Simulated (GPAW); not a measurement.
# NaCl (Fm-3m) in GPAW: notebook

The runs below take NaCl through band structure, equation of state, with revPBE, LDA, OLYP, vdW-DF-cx.

Program: GPAW 26.7.0. These are calculated values, not measurements. Logs are shortened: lines on timing, memory, paths and dates and some standing lists are left out, and cuts for length are marked. The log counts tension as positive stress, the text compression.

### 1 Starting point

It takes space group Fm-3m (No. 225, cubic). Conventional cell: a = 5.588 Å, b = 5.588 Å, c = 5.588 Å, α = 90.00°, β = 90.00°, γ = 90.00°. Cl (site symmetry m-3m) has 6 Na at 2.79 Å as nearest neighbours. Around Na (site symmetry m-3m) lie 6 Cl at 2.79 Å.

The cell is a database's computed one.

### 2 Band structure, revPBE

Input file run.py:

```python
from ase.dft.bandgap import bandgap
from ase.io import read, write
from ase.units import GPa
from gpaw import GPAW, PW

atoms = read('NaCl.cif')

calc = GPAW(mode=PW(800),
            xc='revPBE',
            kpts={'size': (7, 7, 7), 'gamma': True},
            occupations={'name': 'fermi-dirac', 'width': 0.05},
            nbands=15,
            convergence={'density': 1e-05, 'energy': 1e-05},
            maxiter=150,
            txt='gpaw.txt')
atoms.calc = calc
energy = atoms.get_potential_energy()
forces = atoms.get_forces()
stress = atoms.get_stress()
calc.write('gs.gpw')
write('result.traj', atoms)
print(f'Energy: {energy:.6f} eV')
print('Forces (eV/A):')
print(forces.round(4))
print('Stress (GPa):', (stress / GPa).round(3))
print('Fermi level:', round(calc.get_fermi_level(), 4), 'eV')
print(f'Gap: {bandgap(calc)[0]:.4f} eV, direct: {bandgap(calc, direct=True)[0]:.4f} eV')

path = atoms.cell.bandpath('GXWKGLUWLK,UX', npoints=60, eps=1e-4)
bs_calc = calc.fixed_density(kpts=path, symmetry='off', nbands=26,
                             convergence={'bands': 'CBM+6.0', 'eigenstates': 1e-6}, txt='bands.txt')
bs = bs_calc.band_structure()
bs.write('bs.json')
print(f'Gap on the path: {bandgap(bs_calc)[0]:.4f} eV')
```

Input file NaCl.cif:

```cif
data_NaCl
_cell_length_a 3.95140210
_cell_length_b 3.95140210
_cell_length_c 3.95140210
_cell_angle_alpha 60.00000000
_cell_angle_beta 60.00000000
_cell_angle_gamma 60.00000000
_space_group_name_H-M_alt 'P1'
_space_group_name_Hall 'P 1'
_space_group_IT_number 1
loop_
_space_group_symop_operation_xyz
'x,y,z'
loop_
_atom_site_label
_atom_site_type_symbol
_atom_site_symmetry_multiplicity
_atom_site_Wyckoff_symbol
_atom_site_fract_x
_atom_site_fract_y
_atom_site_fract_z
_atom_site_occupancy
Cl1 Cl 1 a 0.5000000000 0.5000000000 0.5000000000 1
Na1 Na 1 a 0.0000000000 0.0000000000 0.0000000000 1
```

Potentials or basis: the program's PAW data sets (release 1.2.1) made for this functional, pw.

On the command line:

```sh
> OMP_NUM_THREADS=1 python run.py
```

gpaw.txt:

```text
__  _  _
 | _ |_)|_||  |
 |__||  | ||/\| - 26.7.0

Input parameters:
  mode=PW(ecut=800.0),
  convergence={'density': 1e-05, 'energy': 1e-05},
  kpts=MonkhorstPack(size=(7, 7, 7), gamma=True),
  maxiter=150,
  nbands=15,
  occupations=Occupations(name='fermi-dirac', width=0.05),
  xc=XC(name='revPBE')

Diagonalizing LCAO Hamiltonian
Converting LCAO to pw mode

                   Cl

       Na

Atoms  # Å, Bohr magnetons
|   | symbol |        x |        y |        z |    initial magnetic moments |
|---|--------|----------|----------|----------|-----------------------------|
| 0 |     Cl | 3.951402 | 2.281343 | 1.613153 | ( 0.0000,  0.0000,  0.0000) |
| 1 |     Na | 0.000000 | 0.000000 | 0.000000 | ( 0.0000,  0.0000,  0.0000) |

Unit cell  # Å
| periodic |        x |        y |        z |  lengths |    angles |
|----------|----------|----------|----------|----------|-----------|
|      yes | 3.951402 | 0.000000 | 0.000000 | 3.951402 | 60.000000 |
|      yes | 1.975701 | 3.422015 | 0.000000 | 3.951402 | 60.000000 |
|      yes | 1.975701 | 1.140672 | 3.226306 | 3.951402 | 60.000000 |

Number of symmetries: 48
Symmetry operations  # r_c * U_cc + t_c -> r_c
|    | kind |            matrix            |
|----|------|------------------------------|
|  0 |  σ   |  1, 0, 0,  1, 0,-1,  1,-1, 0 |
|  1 |  C2  |  1, 0, 0,  1,-1, 0,  1, 0,-1 |
|  2 |  E   |  1, 0, 0,  0, 1, 0,  0, 0, 1 |
|  3 |  σ   |  1, 0, 0,  0, 0, 1,  0, 1, 0 |
|  4 |  C4  |  1, 0,-1,  1, 0, 0,  1,-1, 0 |
|  5 |  S6  |  1, 0,-1,  1,-1, 0,  1, 0, 0 |
|  6 |  σ   |  1, 0,-1,  0, 1,-1,  0, 0,-1 |
|  7 |  C3  |  1, 0,-1,  0, 0,-1,  0, 1,-1 |
|  8 |  S6  |  1,-1, 0,  1, 0, 0,  1, 0,-1 |
|  9 |  C4  |  1,-1, 0,  1, 0,-1,  1, 0, 0 |
| 10 |  C3  |  1,-1, 0,  0,-1, 1,  0,-1, 0 |
| 11 |  σ   |  1,-1, 0,  0,-1, 0,  0,-1, 1 |
| 12 |  σ   |  0, 1, 0,  1, 0, 0,  0, 0, 1 |
| 13 |  C4  |  0, 1, 0,  0, 1,-1, -1, 1, 0 |
| 14 |  C3  |  0, 1, 0,  0, 0, 1,  1, 0, 0 |
| 15 |  S6  |  0, 1, 0, -1, 1, 0,  0, 1,-1 |
| 16 |  C2  |  0, 1,-1,  1, 0,-1,  0, 0,-1 |
| 17 |  σ   |  0, 1,-1,  0, 1, 0, -1, 1, 0 |
| 18 |  S4  |  0, 1,-1,  0, 0,-1,  1, 0,-1 |
| 19 |  C4  |  0, 1,-1, -1, 1, 0,  0, 1, 0 |
| 20 |  C3  |  0, 0, 1,  1, 0, 0,  0, 1, 0 |
| 21 |  σ   |  0, 0, 1,  0, 1, 0,  1, 0, 0 |
| 22 |  S6  |  0, 0, 1,  0,-1, 1, -1, 0, 1 |
| 23 |  C4  |  0, 0, 1, -1, 0, 1,  0,-1, 1 |
| 24 |  S4  |  0, 0,-1,  1, 0,-1,  0, 1,-1 |
| 25 |  C3  |  0, 0,-1,  0, 1,-1,  1, 0,-1 |
| 26 |  C2  |  0, 0,-1,  0,-1, 0, -1, 0, 0 |
| 27 |  S6  |  0, 0,-1, -1, 0, 0,  0,-1, 0 |
| 28 |  S4  |  0,-1, 1,  1,-1, 0,  0,-1, 0 |
| 29 |  C4  |  0,-1, 1,  0, 0, 1, -1, 0, 1 |
| 30 |  C2  |  0,-1, 1,  0,-1, 0,  1,-1, 0 |
| 31 |  σ   |  0,-1, 1, -1, 0, 1,  0, 0, 1 |
| 32 |  C3  |  0,-1, 0,  1,-1, 0,  0,-1, 1 |
| 33 |  S6  |  0,-1, 0,  0, 0,-1, -1, 0, 0 |
| 34 |  S4  |  0,-1, 0,  0,-1, 1,  1,-1, 0 |
| 35 |  C2  |  0,-1, 0, -1, 0, 0,  0, 0,-1 |
| 36 |  C2  | -1, 1, 0,  0, 1, 0,  0, 1,-1 |
| 37 |  S6  | -1, 1, 0,  0, 1,-1,  0, 1, 0 |
| 38 |  S4  | -1, 1, 0, -1, 0, 1, -1, 0, 0 |
| 39 |  C3  | -1, 1, 0, -1, 0, 0, -1, 0, 1 |
| 40 |  S6  | -1, 0, 1,  0, 0, 1,  0,-1, 1 |
| 41 |  C2  | -1, 0, 1,  0,-1, 1,  0, 0, 1 |
| 42 |  C3  | -1, 0, 1, -1, 1, 0, -1, 0, 0 |
| 43 |  S4  | -1, 0, 1, -1, 0, 0, -1, 1, 0 |
| 44 |  C2  | -1, 0, 0,  0, 0,-1,  0,-1, 0 |
| 45 |  i   | -1, 0, 0,  0,-1, 0,  0, 0,-1 |
| 46 |  σ   | -1, 0, 0, -1, 1, 0, -1, 0, 1 |
| 47 |  C2  | -1, 0, 0, -1, 0, 1, -1, 1, 0 |

BZ-sampling:
  Number of BZ points: 343
  Number of IBZ points: 20

  Monkhorst-Pack size: [7, 7, 7]
  Monkhorst-Pack shift: [0, 0, 0]

K-points  # in reciprocal-cell coordinates
|     |                                coordinates |     weight |
|-----|--------------------------------------------|------------|
|   0 | (  0.00000000,   0.00000000,   0.00000000) | 0.00291545 |
|   1 | (  0.14285714,   0.14285714,   0.00000000) | 0.01749271 |
|   2 | (  0.14285714,   0.14285714,   0.14285714) | 0.02332362 |
|   3 | (  0.28571429,   0.14285714,   0.14285714) | 0.03498542 |
|   4 | (  0.28571429,   0.28571429,   0.00000000) | 0.01749271 |
|   5 | (  0.28571429,   0.28571429,   0.14285714) | 0.06997085 |
|   6 | (  0.28571429,   0.28571429,   0.28571429) | 0.02332362 |
|   7 | (  0.42857143,  -0.28571429,  -0.28571429) | 0.03498542 |
|   8 | (  0.42857143,   0.28571429,  -0.42857143) | 0.13994169 |
|   9 | (  0.42857143,   0.28571429,  -0.28571429) | 0.06997085 |
| ... |                                            |            |
|  19 | (  0.42857143,   0.42857143,   0.42857143) | 0.02332362 |

Plane wave coefficients: 2258
Cutoff: 800.0 eV

Spin-components: 1 (collinear spins)
Bands:           15
Projectors:      10
Spin-degeneracy: 2
Datatype:        complex128

Parallelization:
  kpt:    1
  domain: 1
  band:   1

Density:
  Valence electrons: 14.0
  Components: 1
  Grid points: [27 27 27]
  Charge: 0.0  # |e|

Potential:
  Grid points: [27 27 27]

species:
  Cl:
    name:    Chlorine
    Z:       17.0
    valence: 7
    core:    10
    charge:  0.0  # [|e|]
    compensation charges:
      type: gauss
      rc: 0.25  # [Å]
      lmax: 2
    cutoffs:
      filter: 1.40  # [Å]
      core: 1.49  # [Å]
    projectors
    | kind |    occ | energy [eV] | rcut [Å] |
    |------|--------|-------------|----------|
    |   3s |  2.000 |     -20.668 |    0.794 |
    |   3p |  5.000 |      -8.559 |    0.794 |
    |    s |        |       6.544 |    0.794 |
    |    p |        |      18.652 |    0.794 |
    |    d |        |       0.000 |    0.794 |

    Using partial waves for Cl as LCAO basis

  Na:
    name:    Sodium
    Z:       11.0
    valence: 7
    core:    4
    charge:  0.0  # [|e|]
    compensation charges:
      type: gauss
      rc: 0.37  # [Å]
      lmax: 2
    cutoffs:
      filter: 2.17  # [Å]
      core: 2.59  # [Å]
    projectors
    | kind |    occ | energy [eV] | rcut [Å] |
    |------|--------|-------------|----------|
    |   3s |  1.000 |      -2.712 |    1.201 |
    |   2p |  6.000 |     -28.657 |    1.217 |
    |   3p |  0.000 |      -0.765 |    1.217 |
    |    s |        |      24.499 |    1.201 |
    |    d |        |       0.000 |    1.238 |

    Using partial waves for Na as LCAO basis

Reference energy: -16978.545948  # eV

eigensolver:
  PPCG
  Converge bands: occupied
  niter=2

density mixing:
  MSR1-Mixer
  Pratt-step length: 0.05
  Maximum mixing coefficient: 0.75
  Old densities: 10
  SVD Regularization: 0.005
  Good broyden scale: 1.0
  Trust region scale: 1.0
  Backstep threshold: 4.0
  History deletion threshold: 6.0
  Fourier metric: weight=20.0, sigma=0.015

occupation numbers:
  Fermi-Dirac:
    width: 0.0500  # eV

poisson solver:
  ecut: 6400.0  # eV

xc functional:
  name: revPBE with 2 nearest neighbor stencil

convergence criteria:
- Maximum integral of absolute [dens]ity change: 1e-05 electrons / valence electron
- Maximum [total energy] change in last 3 cyles: 1e-05 eV / valence electron
- Maximum integral of absolute [eigenst]ate change: 4e-08 eV^2 / valence electron
maximum number of iterations: 150

SCF iterations
|iter     | |      energy | eigst |  dens |
|---------|-|-------------|-------|-------|
|iter:   1| |   -6.443621 | -0.76 |       |
|iter:   2| |   -6.429427 | -2.99 | -1.33 |
|iter:   3| |   -6.394558 | -2.19 | -1.36 |
|iter:   4| |   -6.404830 | -3.74 | -1.83 |
|iter:   5| |   -6.407450 | -4.06 | -2.27 |
|iter:   6| |   -6.407516 | -5.43 | -3.23 |
|iter:   7| |   -6.407530c| -6.02 | -3.60 |
|iter:   8| |   -6.407531c| -7.89c| -4.78 |
|iter:   9| |   -6.407531c| -8.06c| -5.19c|

Converged in 9 steps
Energy contributions relative to reference atoms: (reference = -16978.545948)

Energy contributions:
  Kinetic:          10.468830
  Coulomb:         -10.003555
  Zero:              0.042017
  External:          0.000000
  Xc:               -6.914823
  Entropy:          -0.000000
  Spinorbit:         0.000000
  ----------------------------
  Free energy:      -6.407531
  Extrapolated:     -6.407531

dipole moment: (-7.330275, -4.232136, -2.992572)  # |e|*Ang

Fermi level: 1.879
Eigenvalues  # (at kpt = [0.000, 0.000, 0.000])
| band index |      eig [eV] | occ [0-2] |
|------------|---------------|-----------|
|          0 |       -21.021 |     2.000 |
|          1 |       -21.021 |     2.000 |
|          2 |       -21.021 |     2.000 |
|          3 |       -12.969 |     2.000 |
|          4 |        -0.254 |     2.000 |
|          5 |        -0.254 |     2.000 |
|          6 |        -0.254 |     2.000 |
|          7 |         5.244 |     0.000 |
|          8 |        10.955 |     0.000 |
|          9 |        10.955 |     0.000 |
|         10 |        10.955 |     0.000 |
|         11 |        13.006 |     0.000 |
|         12 |        13.006 |     0.000 |
|         13 |        15.048 |     0.000 |
|         14 |        17.564 |     0.000 |

Gap: 5.498 eV
Transition (v -> c):
  (s=0, k=0, n=6, [0.00, 0.00, 0.00]) -> (s=0, k=0, n=7, [0.00, 0.00, 0.00])
No difference between direct/indirect transitions

Forces  # eV/Ang
|       x |       y |       z |
|---------|---------|---------|
| 0.00000 | 0.00000 | 0.00000 |  # Cl   0
| 0.00000 | 0.00000 | 0.00000 |  # Na   1

Stress tensor  # eV/Ang^3
|         x |         y |         z |
|-----------|-----------|-----------|
| -0.019925 |  0.000000 |  0.000000 |
|  0.000000 | -0.019925 | -0.000000 |
|  0.000000 |  0.000000 | -0.019925 |

# Writing to gs.gpw (mode='')
```

Wall time 39 s (1 thread of Intel Xeon Platinum 8488C (Sapphire Rapids), shared host); peak memory 0.27 GiB.

Results:

- Free energy: -6.4075 eV
- Pressure: 3.2 GPa
- Band gap on the k mesh: 5.50 eV, direct
- Band gap along the path: 5.50 eV, direct

Levels at the corners of the path, in eV from the valence-band top:
```csv
point,band 4,band 5,band 6,band 7,band 8,band 9,band 10,band 11
Γ,-12.71,0.00,0.00,0.00,5.50,11.21,11.21,11.21
X,-12.31,-1.68,-0.61,-0.61,7.84,8.23,11.78,15.14
W,-12.29,-1.20,-1.20,-0.77,9.14,9.95,9.95,11.68
K,-12.30,-1.43,-1.13,-0.51,8.49,9.30,10.90,13.00
Γ,-12.71,0.00,0.00,0.00,5.50,11.21,11.21,11.21
L,-12.36,-1.95,-0.27,-0.27,7.54,11.12,11.12,11.12
U,-12.30,-1.43,-1.13,-0.51,8.49,9.30,10.90,13.00
W,-12.29,-1.20,-1.20,-0.77,9.14,9.95,9.95,11.68
L,-12.36,-1.95,-0.27,-0.27,7.54,11.12,11.12,11.12
K,-12.30,-1.43,-1.13,-0.51,8.49,9.30,10.90,13.00
U,-12.30,-1.43,-1.13,-0.51,8.49,9.30,10.90,13.00
X,-12.31,-1.68,-0.61,-0.61,7.84,8.23,11.78,15.14
```

### 3 Equation of state, LDA

Input file run.py:

```python
from ase import Atoms
from ase.eos import EquationOfState
from ase.io import Trajectory
from ase.units import GPa
from gpaw import GPAW, PW

atoms = Atoms(['Cl', 'Na'],
              cell=[[0.0, 2.7940632177, 2.7940632177],
                    [2.7940632177, 0.0, 2.7940632177],
                    [2.7940632177, 2.7940632177, 0.0]],
              scaled_positions=[[0.5, 0.5, 0.5],
                                [0.0, 0.0, 0.0]],
              pbc=True)

traj = Trajectory('eos.traj', 'w')
volumes, energies = [], []
for x in [0.94, 0.96, 0.98, 1.0, 1.02, 1.04, 1.06]:
    a = atoms.copy()
    a.set_cell(atoms.cell * x**(1 / 3), scale_atoms=True)
    calc = GPAW(mode=PW(800),
                xc='LDA',
                kpts={'size': (7, 7, 7), 'gamma': True},
                occupations={'name': 'fermi-dirac', 'width': 0.05},
                setups={'Na': '1'},
                nbands=-8,
                convergence={'density': 1e-05, 'energy': 1e-05},
                maxiter=150,
                txt=f'eos-{x:.2f}.txt')
    a.calc = calc
    energies.append(a.get_potential_energy(force_consistent=True))
    volumes.append(a.get_volume())
    p = -a.get_stress()[:3].mean() / GPa
    calc.write(f'eos-{x:.2f}.gpw')
    traj.write(a)
    print(f'{x:.2f} {volumes[-1]:10.4f} A^3 {energies[-1]:14.6f} eV {p:9.3f} GPa', flush=True)

v0, e0, B = EquationOfState(volumes, energies, eos='birchmurnaghan').fit()
print(f'V0 = {v0:.4f} A^3, E0 = {e0:.6f} eV, B0 = {B / GPa:.2f} GPa')
```

Potentials or basis: the program's PAW data sets (release 1.2.1) made for this functional, other valence, pw.

On the command line:

```sh
> OMP_NUM_THREADS=1 python run.py
```

It took 56 s on 1 thread of Intel Xeon Platinum 8488C (Sapphire Rapids), shared host; peak memory 0.28 GiB.

It converged, with:

```yaml
Equilibrium_volume: 20.77 Å³/atom
Bulk_modulus: 33 GPa
Pressure_derivative_of_the_bulk_modulus: 4.9
```

Energy against volume, from the lowest point:
```
volume (Å³/atom)  energy (meV/atom)
          20.504               0.19
          20.940               0.00
          21.376               1.58
          21.813               4.73
          22.249               9.26
          22.685              15.02
          23.121              21.85
```

### 4 Equation of state, OLYP

Input file run.py:

```python
from ase.eos import EquationOfState
from ase.io import Trajectory
from ase.spacegroup import crystal
from ase.units import GPa
from gpaw import GPAW, PW, setup_paths

setup_paths.insert(0, '.')

# Cl 4b
# Na 4a
atoms = crystal(['Cl', 'Na'],
                basis=[[0.5, 0.0, 0.0],
                       [0.0, 0.0, 0.0]],
                spacegroup=225, setting=1,  # Fm-3m
                cellpar=[5.58812644, 5.58812644, 5.58812644, 90.0, 90.0, 90.0],
                primitive_cell=True)

traj = Trajectory('eos.traj', 'w')
volumes, energies = [], []
for x in [0.94, 0.96, 0.98, 1.0, 1.02, 1.04, 1.06]:
    a = atoms.copy()
    a.set_cell(atoms.cell * x**(1 / 3), scale_atoms=True)
    calc = GPAW(mode=PW(800),
                xc='GGA_X_OPTX+GGA_C_LYP',
                kpts={'size': (7, 7, 7), 'gamma': True},
                occupations={'name': 'fermi-dirac', 'width': 0.05},
                nbands=15,
                convergence={'density': 1e-05, 'energy': 1e-05},
                eigensolver='davidson',
                maxiter=150,
                txt=f'eos-{x:.2f}.txt')
    a.calc = calc
    energies.append(a.get_potential_energy(force_consistent=True))
    volumes.append(a.get_volume())
    p = -a.get_stress()[:3].mean() / GPa
    calc.write(f'eos-{x:.2f}.gpw')
    traj.write(a)
    print(f'{x:.2f} {volumes[-1]:10.4f} A^3 {energies[-1]:14.6f} eV {p:9.3f} GPa', flush=True)

v0, e0, B = EquationOfState(volumes, energies, eos='birchmurnaghan').fit()
print(f'V0 = {v0:.4f} A^3, E0 = {e0:.6f} eV, B0 = {B / GPa:.2f} GPa')
```

Potentials or basis: PAW data sets generated in the run's folder for this functional, pw.

On the command line:

```sh
> gpaw-setup -f GGA_X_OPTX+GGA_C_LYP Cl Na
> OMP_NUM_THREADS=1 python run.py
```

Wall time 78 s (1 thread of Intel Xeon Platinum 8488C (Sapphire Rapids), shared host); peak memory 0.24 GiB.

The run converged. Its results:

```
Equilibrium volume : outside the volumes run
```

Energy against volume, from the lowest point:
| volume (Å³/atom) | energy (meV/atom) |
| --- | --- |
| 20.504 | 72.60 |
| 20.940 | 55.49 |
| 21.376 | 40.64 |
| 21.813 | 27.87 |
| 22.249 | 16.95 |
| 22.685 | 7.71 |
| 23.121 | 0.00 |

(Continued in part 2 of 2.)
